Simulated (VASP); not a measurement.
Runs of VASP 6.6.1 on GaSb. It takes space group F-43m (No. 216, cubic). The conventional cell has a = 6.118 Å, b = 6.118 Å, c = 6.118 Å, α = 90.00°, β = 90.00°, γ = 90.00°. Around Sb (site symmetry -43m) lie 4 Ga at 2.65 Å. Ga (site symmetry -43m) has 4 Sb at 2.65 Å as nearest neighbours. 

| task | level | potentials or basis | cell | k mesh | cutoff (eV) | smearing | grid for exact exchange (PRECFOCK) | screening parameter | exchange at q = 0 | mesh quality | gap on the mesh (eV) | pressure (GPa) | relaxed volume (Å³/atom) |
| --- | --- | --- | --- | --- | --- | --- | --- | --- | --- | --- | --- | --- | --- |
| relaxation of cell and atoms | PBE | VASP PAW PBE potentials, release 64 (Sb, Ga_h) | relaxed | 8 × 8 × 8 | 980 | fermi-dirac 0.05 eV | - | - | - | not flagged | none | 0.0 | 29.97 |
| relaxation of cell and atoms | PBE | VASP PAW PBE potentials, release 64 (Sb, Ga) | relaxed | 8 × 8 × 8 | 580 | fermi-dirac 0.05 eV | - | - | - | not flagged | none | 0.0 | 30.13 |
| relaxation of cell and atoms | HSE06 | VASP PAW PBE potentials, release 64 (Sb, Ga_d) | relaxed | 4 × 4 × 4 | 600 | fermi-dirac 0.05 eV | Fast | 0.2 1/A | - | coarse | 0.88 | 0.0 | 28.74 |
| single point | PBE | VASP PAW PBE potentials, release 64 (Sb, Ga_d) | as given | 3 × 3 × 3 | 520 | gaussian 0.03 eV | - | - | - | coarse | 0.03 | 4.0 | - |
| relaxation of cell and atoms | PBEsol+D4 | VASP PAW PBE potentials, release 64 (Sb, Ga_d) | relaxed | 8 × 8 × 8 | 600 | fermi-dirac 0.05 eV | - | - | - | not flagged | (b) | 0.0 | 27.87 |
| relaxation of cell and atoms | HF | VASP PAW PBE potentials, release 64 (Sb, Ga_d) | relaxed | 4 × 4 × 4 | 600 | fermi-dirac 0.05 eV | Fast | - | default | coarse | 11.71 | 0.0 | (c) |
| relaxation of cell and atoms | PBE+MBD | VASP PAW PBE potentials, release 64 (Sb, Ga_d) | relaxed | 8 × 8 × 8 | 600 | fermi-dirac 0.05 eV | - | - | - | not flagged | none | 0.0 | 29.11 |
| relaxation of cell and atoms | PBEsol+D3(BJ) | VASP PAW PBE potentials, release 64 (Sb, Ga_d) | relaxed | 8 × 8 × 8 | 600 | fermi-dirac 0.05 eV | - | - | - | not flagged | 0.25 | 0.0 | 27.60 |
| band structure | TPSS | VASP PAW PBE potentials, release 64 (Sb, Ga_d) | as given | 8 × 8 × 8 | 520 | fermi-dirac 0.05 eV | - | - | - | not flagged | 0.16 | 1.3 | - |
| relaxation of cell and atoms | rev-vdW-DF2 | VASP PAW PBE potentials, release 64 (Sb, Ga_d) | relaxed | 8 × 8 × 8 | 600 | fermi-dirac 0.05 eV | - | - | - | not flagged | none | 0.0 | 29.43 |
| relaxation of cell and atoms | BEEF-vdW | VASP PAW PBE potentials, release 64 (Sb, Ga_d) | relaxed | 8 × 8 × 8 | 600 | fermi-dirac 0.05 eV | - | - | - | not flagged | none | 0.0 | (d) |
| relaxation of cell and atoms | HSEsol | VASP PAW PBE potentials, release 64 (Sb, Ga_d) | relaxed | 4 × 4 × 4 | 600 | fermi-dirac 0.05 eV | Fast | - | - | coarse | (a) | 0.0 | 27.90 |

Alike in all rows: no spin polarisation.

Problem. Estimate the missing entries.

Solution. (a) 1.05; (b) 0.18; (c) 21.11; (d) 30.65.

Caveats: some runs use coarse meshes; the PAW data sets were made with another functional, which shifts forces and pressure a little (some runs); spin-orbit coupling is left out, which moves the levels of the heavy elements (some runs); this crystal is a semiconductor, whose small gap the functional closes, so the metal is an error of the method (some runs); an odd mesh through Γ misses points on the zone boundary, where band edges often lie (some runs); the volume moved by over 15 % at a fixed basis, so the end points are rough (some runs); the volume moved by -26 % from the deposited cell, more than functionals usually miss (some runs); pairwise dispersion overbinds metals, which lowers pressure and volume (some runs).

A k mesh can miss the band edges, and the runs leave out spin-orbit coupling on Ga, Sb.

A gap of «none» marks a metal or a gap under the smearing width.

Not every run made on this cell is shown here.
